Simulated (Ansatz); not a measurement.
Crystal: InPd.

```xyz
2
Lattice="0.0000 2.7461 2.7461 2.7461 0.0000 2.7461 2.7461 2.7461 0.0000" Properties=species:S:1:pos:R:3 pbc="T T T"
In    0.0000    0.0000    0.0000
Pd    2.7461    2.7461    2.7461
```

The cell was built by a generator and needn't be a form met in nature.

```yaml
Program: Ansatz 0.2.0
Task: relaxation of cell and atoms
Functional: LDA
Potentials_or_basis: Ansatz PAW
Cutoff: "420 eV (not typed: the program's choice for these potentials)"
k_mesh: 8 × 8 × 8
Occupations: fermi-dirac, width 0.05 eV
Spin: no spin polarisation
```

At the start: volume 20.71 Å³/atom.

Question: How do energy, volume and symmetry change on relaxing?

Answer: It ends after 6 steps and the volume is 18.93 Å³/atom (-8.6 %); space group Fm-3m (No. 225, to 0.05 Å).

Step by step:
| step | energy change (eV) | largest force (eV/Å) | volume (Å³) |
| --- | --- | --- | --- |
| 1 | 0.0000 | 0.0000 | 41.42 |
| 2 | -0.0502 | 0.0000 | 35.69 |
| 3 | -0.0985 | 0.0000 | 38.30 |
| 4 | -0.1003 | 0.0000 | 37.92 |
| 5 | -0.1003 | 0.0000 | 37.87 |
| 6 | -0.0994 | 0.0000 | 37.87 |

Final structure:
```
CELL_PARAMETERS angstrom
0.00000 2.66530 2.66530
2.66530 0.00000 2.66530
2.66530 2.66530 0.00000
ATOMIC_POSITIONS crystal
In 0.00000 0.00000 0.00000
Pd 0.50000 0.50000 0.50000
```

Caveat: the plane-wave basis is chosen anew once the cell has moved, so the energies of steps on either side of that aren't comparable; the PAW data sets come from PBE, with cores solved anew for the run's functional, which leaves a small shift of forces and pressure.
